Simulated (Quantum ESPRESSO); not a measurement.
# TiC (Fm-3m) in Quantum ESPRESSO: a series of runs

The runs below take TiC through single point, with PBE, r2SCAN-X.

Everything below comes from runs of Quantum ESPRESSO 7.5. Logs are shortened: lines on timing, memory, paths and dates and some standing lists are left out, and cuts for length are marked.

### Step 1. The crystal as given

The structure is cubic, space group Fm-3m (No. 225). Conventional cell: a = 4.331 Å, b = 4.331 Å, c = 4.331 Å, α = 90.00°, β = 90.00°, γ = 90.00°. Around Ti (site symmetry m-3m) lie 6 C at 2.17 Å. C (site symmetry m-3m) is surrounded by 6 Ti at 2.17 Å.

The cell is a database's computed one.

### Step 2. Single point, PBE

File pw.in:

```
&CONTROL
  calculation = 'scf'
  prefix = 'pwscf'
  outdir = './tmp'
  pseudo_dir = './pseudo'
  tprnfor = .true.
  tstress = .true.
  disk_io = 'nowf'
/
&SYSTEM
  ibrav = 0
  nat = 2
  ntyp = 2
  ecutwfc = 88
  nbnd = 14
  occupations = 'smearing'
  smearing = 'fd'
  degauss = 0.00367493
/
&ELECTRONS
  conv_thr = 4d-10
  electron_maxstep = 120
  mixing_beta = 0.5
/
ATOMIC_SPECIES
Ti    47.8670 Ti_ONCV_PBE-1.2.upf
C     12.0110 C_ONCV_PBE-1.2.upf
CELL_PARAMETERS angstrom
   0.0000000000    2.1657188437    2.1657188437
   2.1657188437    0.0000000000    2.1657188437
   2.1657188437    2.1657188437    0.0000000000
ATOMIC_POSITIONS crystal
Ti     0.0000000000    0.0000000000    0.0000000000
C      0.5000000000    0.5000000000    0.5000000000
K_POINTS automatic
4 4 4 0 0 0
```

Potentials or basis: SG15 PBE 1.2.

The run is started by

```
$ OMP_NUM_THREADS=1 mpirun -n 2 pw.x -nk 2 -in pw.in > pw.out
```

pw.out:

```text
This program is part of the open-source Quantum ESPRESSO suite
     for quantum simulation of materials; please cite
[... 6 lines left out ...]
     using ibrav=0 with symmetry is DISCOURAGED, use correct ibrav instead

     K-points division:     npool     =       2
     Subspace diagonalization in iterative solution of the eigenvalue problem:
     a serial algorithm will be used

     G-vector sticks info
     --------------------
     sticks:   dense  smooth     PW     G-vecs:    dense   smooth      PW
     Sum         817     817    241                15353    15353    2445

     Using Slab Decomposition

     bravais-lattice index     =            0
     lattice parameter (alat)  =       5.7878  a.u.
     unit-cell volume          =     137.0985 (a.u.)^3
     number of atoms/cell      =            2
     number of atomic types    =            2
     number of electrons       =        16.00
     number of Kohn-Sham states=           14
     kinetic-energy cutoff     =      88.0000  Ry
     charge density cutoff     =     352.0000  Ry
     scf convergence threshold =      4.0E-10
     mixing beta               =       0.5000
     number of iterations used =            8  plain     mixing
     Exchange-correlation= PBE
                           (   1   4   3   4   0   0   0)

     celldm(1)=   5.787832  celldm(2)=   0.000000  celldm(3)=   0.000000
     celldm(4)=   0.000000  celldm(5)=   0.000000  celldm(6)=   0.000000

     crystal axes: (cart. coord. in units of alat)
               a(1) = (   0.000000   0.707107   0.707107 )
               a(2) = (   0.707107   0.000000   0.707107 )
               a(3) = (   0.707107   0.707107   0.000000 )

     reciprocal axes: (cart. coord. in units 2 pi/alat)
               b(1) = ( -0.707107  0.707107  0.707107 )
               b(2) = (  0.707107 -0.707107  0.707107 )
               b(3) = (  0.707107  0.707107 -0.707107 )

     PseudoPot. # 1 for Ti read from file:
     Ti_ONCV_PBE-1.2.upf
     Pseudo is Norm-conserving, Zval = 12.0
     Generated using ONCVPSP code by D. R. Hamann
     Using radial grid of  602 points,  6 beta functions with:
                l(1) =   0
                l(2) =   0
                l(3) =   1
                l(4) =   1
                l(5) =   2
                l(6) =   2

     PseudoPot. # 2 for C  read from file:
     C_ONCV_PBE-1.2.upf
     Pseudo is Norm-conserving, Zval =  4.0
     Generated using ONCVPSP code by D. R. Hamann
     Using radial grid of  602 points,  4 beta functions with:
                l(1) =   0
                l(2) =   0
                l(3) =   1
                l(4) =   1

     atomic species   valence    mass     pseudopotential
     Ti               12.00    47.86700     Ti( 1.00)
     C                 4.00    12.01100     C ( 1.00)

     48 Sym. Ops., with inversion, found

   Cartesian axes

     site n.     atom                  positions (alat units)
         1        Ti     tau(   1) = (   0.0000000   0.0000000   0.0000000  )
         2        C      tau(   2) = (   0.7071068   0.7071068   0.7071068  )

     number of k points=     8  Fermi-Dirac smearing, width (Ry)=  0.0037
                       cart. coord. in units 2pi/alat
        k(    1) = (   0.0000000   0.0000000   0.0000000), wk =   0.0312500
        k(    2) = (   0.1767767   0.1767767  -0.1767767), wk =   0.2500000
        k(    3) = (  -0.3535534  -0.3535534   0.3535534), wk =   0.1250000
        k(    4) = (   0.3535534   0.0000000   0.0000000), wk =   0.1875000
        k(    5) = (  -0.1767767  -0.5303301   0.5303301), wk =   0.7500000
        k(    6) = (   0.0000000  -0.3535534   0.3535534), wk =   0.3750000
        k(    7) = (  -0.7071068   0.0000000   0.0000000), wk =   0.0937500
        k(    8) = (  -0.7071068   0.3535534   0.0000000), wk =   0.1875000

     Dense  grid:    15353 G-vectors     FFT dimensions: (  36,  36,  36)

     Initial potential from superposition of free atoms

     starting charge      15.8833, renormalised to      16.0000
     Starting wfcs are random

     Self-consistent Calculation

     iteration #  1     ecut=    88.00 Ry     beta= 0.50
     Davidson diagonalization with overlap
     ethr =  1.00E-02,  avg # of iterations =  8.9

     total energy              =    -126.55910638 Ry
     estimated scf accuracy    <       0.84707610 Ry

     iteration #  2     ecut=    88.00 Ry     beta= 0.50
     Davidson diagonalization with overlap
     ethr =  5.29E-03,  avg # of iterations =  2.0

     total energy              =    -126.73811436 Ry
     estimated scf accuracy    <       0.99737923 Ry

     iteration #  3     ecut=    88.00 Ry     beta= 0.50
     Davidson diagonalization with overlap
     ethr =  5.29E-03,  avg # of iterations =  1.1

     total energy              =    -126.90773459 Ry
     estimated scf accuracy    <       0.00610780 Ry

     iteration #  4     ecut=    88.00 Ry     beta= 0.50
     Davidson diagonalization with overlap
     ethr =  3.82E-05,  avg # of iterations =  2.9

     total energy              =    -126.90836380 Ry
     estimated scf accuracy    <       0.00266797 Ry

     iteration #  5     ecut=    88.00 Ry     beta= 0.50
     Davidson diagonalization with overlap
     ethr =  1.67E-05,  avg # of iterations =  1.9

     total energy              =    -126.90884725 Ry
     estimated scf accuracy    <       0.00050712 Ry

     iteration #  6     ecut=    88.00 Ry     beta= 0.50
     Davidson diagonalization with overlap
     ethr =  3.17E-06,  avg # of iterations =  1.5

     total energy              =    -126.90882092 Ry
     estimated scf accuracy    <       0.00010923 Ry

     iteration #  7     ecut=    88.00 Ry     beta= 0.50
     Davidson diagonalization with overlap
     ethr =  6.83E-07,  avg # of iterations =  2.1

     total energy              =    -126.90884716 Ry
     estimated scf accuracy    <       0.00001896 Ry

     iteration #  8     ecut=    88.00 Ry     beta= 0.50
     Davidson diagonalization with overlap
     ethr =  1.19E-07,  avg # of iterations =  2.0

     total energy              =    -126.90885150 Ry
     estimated scf accuracy    <       0.00000085 Ry

     iteration #  9     ecut=    88.00 Ry     beta= 0.50
     Davidson diagonalization with overlap
     ethr =  5.33E-09,  avg # of iterations =  1.6

     total energy              =    -126.90885159 Ry
     estimated scf accuracy    <       0.00000004 Ry

     iteration # 10     ecut=    88.00 Ry     beta= 0.50
     Davidson diagonalization with overlap
     ethr =  2.42E-10,  avg # of iterations =  2.2

     total energy              =    -126.90885160 Ry
     estimated scf accuracy    <       0.00000001 Ry

     iteration # 11     ecut=    88.00 Ry     beta= 0.50
     Davidson diagonalization with overlap
     ethr =  6.52E-11,  avg # of iterations =  1.0

     End of self-consistent calculation

          k = 0.0000 0.0000 0.0000 (  1917 PWs)   bands (ev):

   -41.6548 -17.6874 -17.6874 -17.6874   2.4151  15.5967  15.5967  15.5967
    16.4606  16.4606  16.4606  16.6442  16.6442  25.2908

          k = 0.1768 0.1768-0.1768 (  1916 PWs)   bands (ev):

   -41.6181 -17.9431 -17.7117 -17.7117   3.7248  12.0948  13.1473  13.1473
    16.6795  16.6795  17.7007  20.7088  20.7088  25.9094

          k =-0.3536-0.3536 0.3536 (  1916 PWs)   bands (ev):

   -41.5812 -18.1890 -17.7357 -17.7357   5.8920   8.9869  11.9412  11.9412
    17.8456  17.8456  19.0026  23.0338  23.0338  23.0664

          k = 0.3536 0.0000 0.0000 (  1924 PWs)   bands (ev):

   -41.6060 -17.9183 -17.7724 -17.7724   3.8914  11.4118  14.2926  14.4226
    14.4226  17.1266  18.6491  18.6491  20.9747  27.8947

          k =-0.1768-0.5303 0.5303 (  1913 PWs)   bands (ev):

   -41.5690 -18.0896 -17.8682 -17.7968   5.2168  10.5146  11.9539  12.9621
    16.3513  18.0952  18.7298  20.4853  21.4534  26.8092

          k = 0.0000-0.3536 0.3536 (  1915 PWs)   bands (ev):

   -41.5813 -18.0420 -17.8829 -17.7365   5.1169  10.4421  12.1263  12.2733
    17.0710  18.0729  18.8349  19.7309  22.8230  26.2398

          k =-0.7071 0.0000 0.0000 (  1924 PWs)   bands (ev):

   -41.5568 -18.1269 -17.8572 -17.8572   4.6943  11.3803  13.2621  14.7570
    14.7570  17.6509  18.4539  18.4539  20.7372  26.5858

          k =-0.7071 0.3536 0.0000 (  1912 PWs)   bands (ev):

   -41.5568 -17.9928 -17.9928 -17.8649   5.2904  11.6829  11.6829  12.1217
    17.6756  17.6756  18.4574  20.0459  20.1231  28.7406

     the Fermi energy is    14.6088 ev

!    total energy              =    -126.90885160 Ry
     estimated scf accuracy    <          7.5E-11 Ry
     smearing contrib. (-TS)   =      -0.00029787 Ry
     internal energy E=F+TS    =    -126.90855373 Ry

     The total energy is F=E-TS. E is the sum of the following terms:
     one-electron contribution =     -28.61050839 Ry
     hartree contribution      =      21.95164776 Ry
     xc contribution           =     -17.84668292 Ry
     ewald contribution        =    -102.40301018 Ry

     convergence has been achieved in  11 iterations

     Forces acting on atoms (cartesian axes, Ry/au):

     atom    1 type  1   force =     0.00000000    0.00000000   -0.00000000
     atom    2 type  2   force =    -0.00000000    0.00000000   -0.00000000

     Total force =     0.000000     Total SCF correction =     0.000000

     Computing stress (Cartesian axis) and pressure

          total   stress  (Ry/bohr**3)                   (kbar)     P=       -4.18
  -0.00002839  -0.00000000  -0.00000000           -4.18       -0.00       -0.00
  -0.00000000  -0.00002839  -0.00000000           -0.00       -4.18       -0.00
  -0.00000000  -0.00000000  -0.00002839           -0.00       -0.00       -4.18

=------------------------------------------------------------------------------=
   JOB DONE.
=------------------------------------------------------------------------------=
```

It took 2.5 s on 2 MPI ranks of Arm Neoverse V2, shared host; peak memory 0.1 GiB.

Results:

| Property | Result |
| --- | --- |
| Free energy | -1726.6829 eV |
| Pressure | -0.4 GPa |
| Band gap on the k mesh | none (metal or under the smearing width) |

Levels at points of the mesh, in eV from the Fermi level:
| k point | band 4 | band 5 | band 6 | band 7 | band 8 | band 9 | band 10 | band 11 | band 12 | band 13 |
| --- | --- | --- | --- | --- | --- | --- | --- | --- | --- | --- |
| (0.00, 0.00, 0.00) | -32.30 | -12.19 | 0.99 | 0.99 | 0.99 | 1.85 | 1.85 | 1.85 | 2.04 | 2.04 |
| (0.00, 0.00, -0.50) | -32.34 | -8.72 | -5.62 | -2.67 | -2.67 | 3.24 | 3.24 | 4.39 | 8.43 | 8.43 |
| (0.00, -0.50, -0.50) | -32.47 | -9.91 | -3.23 | -1.35 | 0.15 | 0.15 | 3.04 | 3.85 | 3.85 | 6.13 |

Caveat: the k mesh is coarse (spacing up to 0.63 Å⁻¹), so the values aren't converged.

### Step 3. Single point, r2SCAN-X

File pw.in:

```
&CONTROL
  calculation = 'scf'
  prefix = 'pwscf'
  outdir = './tmp'
  pseudo_dir = './pseudo'
  tprnfor = .true.
  disk_io = 'nowf'
/
&SYSTEM
  ibrav = 0
  nat = 2
  ntyp = 2
  ecutwfc = 88
  nbnd = 13
  input_dft = 'XC-005I-000I-000I-000I-497L-498L'
  occupations = 'smearing'
  smearing = 'fd'
  degauss = 0.00367493
  nqx1 = 4
  nqx2 = 4
  nqx3 = 4
  ecutfock = 176
  exx_fraction = 0.05
  nosym = .true.
/
&ELECTRONS
  conv_thr = 1d-07
  electron_maxstep = 120
  mixing_beta = 0.5
  adaptive_thr = .true.
/
ATOMIC_SPECIES
Ti    47.8670 Ti_ONCV_PBE-1.2.upf
C     12.0110 C_ONCV_PBE-1.2.upf
CELL_PARAMETERS angstrom
   0.0000000000    2.1657188437    2.1657188437
   2.1657188437    0.0000000000    2.1657188437
   2.1657188437    2.1657188437    0.0000000000
ATOMIC_POSITIONS angstrom
Ti     0.0000000000    0.0000000000    0.0000000000
C      2.1657188437    2.1657188437    2.1657188437
K_POINTS automatic
4 4 4 0 0 0
```

Potentials or basis: SG15 PBE 1.2.

The run is started by

```
$ OMP_NUM_THREADS=1 mpirun -n 2 pw.x -nk 2 -in pw.in > pw.out
```

pw.out:

```text
This program is part of the open-source Quantum ESPRESSO suite
     for quantum simulation of materials; please cite
         "P. Giannozzi et al., J. Phys.:Condens. Matter 21 395502 (2009);
         "P. Giannozzi et al., J. Phys.:Condens. Matter 29 465901 (2017);
         "P. Giannozzi et al., J. Chem. Phys. 152 154105 (2020);
     in publications or presentations arising from this work. More details at

     Message from routine matching_shortIDs:
     WARNING: an LDA/GGA functional has been found, but Libxc GGA/mGGA functionals already include the LDA/GGA terms.

     IMPORTANT: XC functional enforced from input :
     Exchange-correlation= XC-005I-000I-000I-000I-497L-498L
                           (   5   0   0   0   0 497 498)
     EXX-fraction              =        1.00
     Any further DFT definition will be discarded
     Please, verify this is what you really want

     EXX fraction changed:   0.05

     K-points division:     npool     =       2
     Subspace diagonalization in iterative solution of the eigenvalue problem:
     a serial algorithm will be used

     EXX: q-point mesh:     4    4    4
     EXX: setup a grid of 64 q-points centered on each k-point
     (k+q)-points:
   0.0000000   0.0000000   0.0000000         1    1
   0.1767767   0.1767767  -0.1767767         2    1
  -0.3535534  -0.3535534   0.3535534         3    1
  -0.1767767  -0.1767767   0.1767767         2   -1
   0.1767767  -0.1767767   0.1767767         4    1
   0.3535534   0.0000000   0.0000000         5    1
[... 56 lines left out ...]
   0.3535534   0.3535534  -0.7071068        17   -1
  -0.1767767  -0.1767767  -0.1767767        16   -1

     G-vector sticks info
     --------------------
     sticks:   dense  smooth     PW     G-vecs:    dense   smooth      PW
     Sum         817     817    253                15353    15353    2637

     Using Slab Decomposition

     bravais-lattice index     =            0
     lattice parameter (alat)  =       5.7878  a.u.
     unit-cell volume          =     137.0985 (a.u.)^3
     number of atoms/cell      =            2
     number of atomic types    =            2
     number of electrons       =        16.00
     number of Kohn-Sham states=           13
     kinetic-energy cutoff     =      88.0000  Ry
     charge density cutoff     =     352.0000  Ry
     cutoff for Fock operator  =     176.0000  Ry
     scf convergence threshold =      1.0E-07
     mixing beta               =       0.5000
     number of iterations used =            8  plain     mixing
     Exchange-correlation= XC-005I-000I-000I-000I-497L-498L
                           (   5   0   0   0   0 497 498)
     EXX-fraction              =        0.05

[... 38 lines left out ...]

     No symmetry found

   Cartesian axes

     site n.     atom                  positions (alat units)
         1        Ti     tau(   1) = (   0.0000000   0.0000000   0.0000000  )
         2        C      tau(   2) = (   0.7071068   0.7071068   0.7071068  )

     number of k points=    36  Fermi-Dirac smearing, width (Ry)=  0.0037
                       cart. coord. in units 2pi/alat
        k(    1) = (   0.0000000   0.0000000   0.0000000), wk =   0.0312500
        k(    2) = (   0.1767767   0.1767767  -0.1767767), wk =   0.0625000
        k(    3) = (  -0.3535534  -0.3535534   0.3535534), wk =   0.0312500
        k(    4) = (   0.1767767  -0.1767767   0.1767767), wk =   0.0625000
        k(    5) = (   0.3535534   0.0000000   0.0000000), wk =   0.0625000
        k(    6) = (  -0.1767767  -0.5303301   0.5303301), wk =   0.0625000
[... 28 lines left out ...]
        k(   35) = (   0.1767767   0.1767767  -0.8838835), wk =   0.0625000
        k(   36) = (  -0.3535534  -0.3535534  -0.3535534), wk =   0.0312500

     Dense  grid:    15353 G-vectors     FFT dimensions: (  36,  36,  36)

     WARNING: libxc functional with ID  497 depends
      on external parameters: check the user_guide of
      QE if you need to modify them or to check their
      default values.

     WARNING: libxc functional with ID  498 depends
      on external parameters: check the user_guide of
      QE if you need to modify them or to check their
      default values.
     EXX: ACE will be initialized later

     Initial potential from superposition of free atoms

     starting charge      15.8833, renormalised to      16.0000
     Starting wfcs are random

     Self-consistent Calculation

     iteration #  1     ecut=    88.00 Ry     beta= 0.50
     Davidson diagonalization with overlap
     ethr =  1.00E-02,  avg # of iterations = 10.4
[... 253 lines left out ...]
     convergence has been achieved in  10 iterations

     Using ACE for calculation of exact exchange

     EXX grid:     5329 G-vectors     FFT dimensions: (  25,  25,  25)
     ACE projected onto    13 (nbndproj) and applied to    13 (nbnd) bands

     EXX: now go back to refine exchange calculation

     Self-consistent Calculation
[... 470 lines left out ...]
     iteration #  1     ecut=    88.00 Ry     beta= 0.50
     Davidson diagonalization with overlap
     ethr =  3.59E-05,  avg # of iterations =  1.0

     Threshold (ethr) on eigenvalues was too large:
     Diagonalizing with lowered threshold

     Davidson diagonalization with overlap
     ethr =  1.72E-07,  avg # of iterations =  1.0

     total energy              =    -126.91249657 Ry
     estimated scf accuracy    <       0.00003531 Ry
[... 218 lines left out ...]
     iteration #  1     ecut=    88.00 Ry     beta= 0.50
     Davidson diagonalization with overlap
     ethr =  1.73E-07,  avg # of iterations =  1.0

     Threshold (ethr) on eigenvalues was too large:
     Diagonalizing with lowered threshold

     Davidson diagonalization with overlap
     ethr =  6.66E-09,  avg # of iterations =  1.0

     total energy              =    -126.91249948 Ry
     estimated scf accuracy    <       0.00000123 Ry
[... 203 lines left out ...]
     Using ACE for calculation of exact exchange
     ACE projected onto    13 (nbndproj) and applied to    13 (nbnd) bands

!!   total energy              =    -126.91249962 Ry
     Harris-Foulkes estimate   =    -126.91249962 Ry
     est. exchange err (dexx)  =          1.6E-09 Ry
     - averaged Fock potential =       1.61976717 Ry
     + Fock energy (ACE)       =      -0.80987960 Ry

     EXX self-consistency reached

     Forces acting on atoms (cartesian axes, Ry/au):

     atom    1 type  1   force =    -0.00000000    0.00000002   -0.00000001
     atom    2 type  2   force =     0.00000000   -0.00000002    0.00000001

     Total force =     0.000000     Total SCF correction =     0.000000
     SCF correction compared to forces is large: reduce conv_thr to get better values

=------------------------------------------------------------------------------=
   JOB DONE.
=------------------------------------------------------------------------------=
```

Wall time 5.2 min (2 MPI ranks of Arm Neoverse V2, shared host); peak memory 0.62 GiB.

What came out:

```yaml
Free_energy: -1726.7325 eV
Band_gap_on_the_k_mesh: none (metal or under the smearing width)
```

Caveat: the k mesh is coarse (spacing up to 0.63 Å⁻¹), so the values aren't converged; the potentials were made for another functional, which shifts forces and pressure; this program's forces and stress for hybrids aren't reliable and aren't listed.

(Part 1 of 2 ends here.)
